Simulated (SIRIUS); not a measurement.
Cu:

```xyz
1
Lattice="0.0000 1.8075 1.8075 1.8075 0.0000 1.8075 1.8075 1.8075 0.0000" Properties=species:S:1:pos:R:3 pbc="T T T"
Cu    0.0000    0.0000    0.0000
```

Base run:

- Program: SIRIUS 7.12.0
- Functional: PW91
- Potentials or basis: PseudoDojo 0.4.1 PBE standard (scalar relativistic)
- Cutoff: 1254 eV
- Density cutoff: 5016 eV
- k mesh: 13 × 13 × 13
- Occupations: fermi-dirac, width 0.05 eV
- Spin: no spin polarisation

Its results: band gap on the k mesh none (metal or under the smearing width); pressure 0.9 GPa.

Problem. After a change of settings the same cell gave: band gap on the k mesh none (metal or under the smearing width); pressure 8.5 GPa. Which change was it?
A. functional from PW91 to RPBE; libxc names from ["XC_GGA_X_PW91", "XC_GGA_C_PW91"] to ["XC_GGA_X_RPBE", "XC_GGA_C_PBE"]
B. functional from PW91 to AM05; libxc names from ["XC_GGA_X_PW91", "XC_GGA_C_PW91"] to ["XC_GGA_X_AM05", "XC_GGA_C_AM05"]
C. functional from PW91 to LDA; libxc names from ["XC_GGA_X_PW91", "XC_GGA_C_PW91"] to ["XC_LDA_X", "XC_LDA_C_PW"]
D. functional from PW91 to BLYP; libxc names from ["XC_GGA_X_PW91", "XC_GGA_C_PW91"] to ["XC_GGA_X_B88", "XC_GGA_C_LYP"]

Solution. D.

Caveats: the potentials were made for another functional, which shifts forces and pressure.

Runs at the PBE level aren't shown here.
